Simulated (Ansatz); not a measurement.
**LiH: how the settings move a single-point run**

Question: which choices in the input matter for LiH?

Method: reference: DFT, HSE06, plane waves, PAW, in Ansatz 0.2.0.

2 further runs of the same task are left out: 2 that didn't finish.

### Step 1. The starting structure

The structure is cubic, space group Fm-3m (No. 225). Conventional cell: a = 3.997 Å, b = 3.997 Å, c = 3.997 Å, α = 90.00°, β = 90.00°, γ = 90.00°. Li (site symmetry m-3m) has 6 H at 2.00 Å as nearest neighbours. Around H (site symmetry m-3m) lie 6 Li at 2.00 Å.

Structure file:

```
Li H
1.0
     0.00000    1.99847    1.99847
     1.99847    0.00000    1.99847
     1.99847    1.99847    0.00000
Li H
1 1
Direct
  0.00000 0.00000 0.00000
  0.50000 0.50000 0.50000
```

### Step 2. Reference

input.yaml reads:

```yaml
crystal:
  lattice:
    - [0.0, 1.9984726927, 1.9984726927]
    - [1.9984726927, 0.0, 1.9984726927]
    - [1.9984726927, 1.9984726927, 0.0]
  atoms:
    - { symbol: Li, position: [0.0, 0.0, 0.0] }
    - { symbol: H, position: [0.5, 0.5, 0.5] }
kpoints:
  mp_grid: { grid: [6, 6, 6] }
hamiltonian:
  xc: hse06
scf:
  occupations: { method: fixed }
  n_extra_bands: 4
output:
  forces: true
  stress: true
  eigenvalues: true
```

Run with:

```bash
> ansatz run input.yaml --threads 4 --pin off --max-ram 3686MiB --backend cpu --events-out ev --progress --plain --runs-dir out
```

### Step 3. Variant: exchange pbe, correlation pbe, coeff 0.05, omega 0.2078

input.yaml: that of step 2 with these lines changed.

```diff
@@ -11,3 +11,6 @@
 hamiltonian:
-  xc: hse06
+  xc:
+    exchange: pbe
+    correlation: pbe
+    exx: { coeff: 0.05, omega: 0.2078 }
 scf:
```

### Step 4. Changing settings: exchange pbe, correlation pbe, coeff 0.15, omega 0.5

input.yaml: that of step 2 with these lines changed.

```diff
@@ -11,3 +11,3 @@
 hamiltonian:
-  xc: hse06
+  xc: { exchange: pbe, correlation: pbe, exx: { coeff: 0.15, omega: 0.5 } }
 scf:
```

### Step 5. Changing settings: exchange pbe, correlation pbe, coeff 0.4, omega 0.2078

input.yaml: that of step 2 with these lines changed.

```diff
@@ -11,3 +11,6 @@
 hamiltonian:
-  xc: hse06
+  xc:
+    exchange: pbe
+    correlation: pbe
+    exx: { coeff: 0.4, omega: 0.2078 }
 scf:
```

### Step 6. Variant: exchange pbe, correlation pbe, coeff 0.4, omega 0.1

input.yaml: that of step 2 with these lines changed.

```diff
@@ -11,3 +11,3 @@
 hamiltonian:
-  xc: hse06
+  xc: { exchange: pbe, correlation: pbe, exx: { coeff: 0.4, omega: 0.1 } }
 scf:
```

### Step 7. Changing settings: preconditioner kerker

input.yaml: that of step 2 with these lines changed.

```diff
@@ -15,2 +15,3 @@
   n_extra_bands: 4
+  mixing: { preconditioner: kerker }
 output:
```

Q: Predict the outcome of this session. Wanted: for each run, ending; energy change; pressure; gap; force.

The runs gave:

| run | ending | energy change | pressure (GPa) | gap (eV) | force (eV/Å) | cycles | time |
| --- | --- | --- | --- | --- | --- | --- | --- |
| reference | converged | 0 | -0.2 | 3.97 | 0.00 | 10 | 5.6 s |
| 1: exchange pbe, correlation pbe, coeff 0.05, omega 0.2078 | converged | not comparable | 0.2 | 3.17 | 0.00 | 9 | 5.7 s |
| 2: exchange pbe, correlation pbe, coeff 0.15, omega 0.5 | converged | not comparable | 0.0 | 3.28 | 0.00 | 9 | 5.8 s |
| 3: exchange pbe, correlation pbe, coeff 0.4, omega 0.2078 | converged | not comparable | -0.6 | 4.59 | 0.00 | 13 | 5.7 s |
| 4: exchange pbe, correlation pbe, coeff 0.4, omega 0.1 | converged | not comparable | -0.6 | 5.08 | 0.00 | 13 | 5.8 s |
| 5: preconditioner kerker | converged | 0.0 meV/atom | -0.2 | 3.97 | 0.00 | 10 | 5.6 s |

Residual by cycle in the longest SCF loop of each run; runs are numbered as in the table. The quantity is the density residual dr2, in eV.

| cycle | reference | run 1 | run 2 | run 3 | run 4 | run 5 |
| --- | --- | --- | --- | --- | --- | --- |
| 1 | 2.9e-4 | 2.8e-5 | 1.3e-4 | 6.2e-4 | 5.3e-4 | 2.8e-4 |
| 2 | 8.9e-5 | 9.6e-6 | 4.0e-5 | 1.8e-4 | 1.6e-4 | 1.2e-4 |
| 3 | 7.5e-5 | 4.4e-7 | 4.9e-6 | 3.5e-4 | 4.6e-4 | 8.1e-5 |
| 4 | 1.2e-5 | 1.4e-7 | 1.1e-6 | 5.0e-5 | 5.6e-5 | 1.5e-5 |
| 5 | 1.1e-6 | 2.7e-9 | 4.3e-8 | 9.3e-6 | 1.5e-5 | 1.3e-6 |
| 6 | 3.4e-7 | - | - | 3.0e-6 | 4.4e-6 | 4.0e-7 |
| 7 | - | - | - | 6.8e-7 | 1.3e-6 | - |

What this shows: «preconditioner kerker» leaves the energy as it was.
